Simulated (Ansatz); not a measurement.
## Straining SrVO$_{3}$

Theory: Ansatz, DFT PBE, scalar-relativistic, plane waves, PAW. Run with 420 eV cutoff, 10×10×10 k-mesh, Gaussian smearing of 0.10 eV, collinear spin.

Reference structure (relaxed):

```xyz
5
Lattice="3.8589 0.0000 0.0000 0.0000 3.8589 0.0000 0.0000 0.0000 3.8589" Properties=species:S:1:pos:R:3 pbc="T T T"
Sr    1.9294    1.9294    1.9294
V     0.0000    0.0000    0.0000
O     1.9294    0.0000    0.0000
O     0.0000    1.9294    0.0000
O     0.0000    0.0000    1.9294
```

Deformation: shear that moves c along a by the strain times its height over the a-b plane, the cell held and the atoms relaxed, all within the symmetry that the strain leaves. Energies are extrapolated to zero smearing. Stress is positive in compression, on the Cartesian axes of the cell above.

| strain (%) | ΔE (meV/atom) | a (Å) | b (Å) | c (Å) | σxx (GPa) | σyy (GPa) | σzz (GPa) | σyz (GPa) | σxz (GPa) | σxy (GPa) | moment (μB/cell) |
| --- | --- | --- | --- | --- | --- | --- | --- | --- | --- | --- | --- |
| +0.0 | 0.0 | 3.859 | 3.859 | 3.859 | 0.01 | 0.01 | 0.01 | 0.00 | 0.00 | 0.00 | 0.34 |
| +2.0 | ? | 3.859 | 3.859 | 3.860 | ? | ? | ? | ? | ? | ? | ? |
| +4.0 | 6.6 | 3.859 | 3.859 | 3.862 | -0.01 | 0.03 | 0.20 | 0.00 | -4.62 | 0.00 | 0.34 |
| +6.0 | 14.9 | 3.859 | 3.859 | 3.866 | -0.04 | 0.07 | 0.44 | 0.00 | -6.96 | 0.00 | 0.34 |
| +8.0 | 26.6 | 3.859 | 3.859 | 3.871 | -0.07 | 0.12 | 0.80 | 0.00 | -9.32 | 0.00 | 0.33 |
| +12.0 | ? | 3.859 | 3.859 | 3.887 | ? | ? | ? | ? | ? | ? | ? |

Problem. Fill in the row at +2.0 %.

Solution. ΔE 1.7 meV/atom; σxx 0.00 GPa; σyy 0.01 GPa; σzz 0.05 GPa; σyz 0.00 GPa; σxz -2.31 GPa; σxy 0.00 GPa; moment 0.34 μB/cell.

Problem. Fill in the row at +12.0 %.

Solution. ΔE 60.3 meV/atom; σxx -0.21 GPa; σyy 0.26 GPa; σzz 1.88 GPa; σyz 0.00 GPa; σxz -14.15 GPa; σxy 0.00 GPa; moment 0.32 μB/cell.

Symmetry holds off the tilts and polar distortions that many cubic perovskites undergo.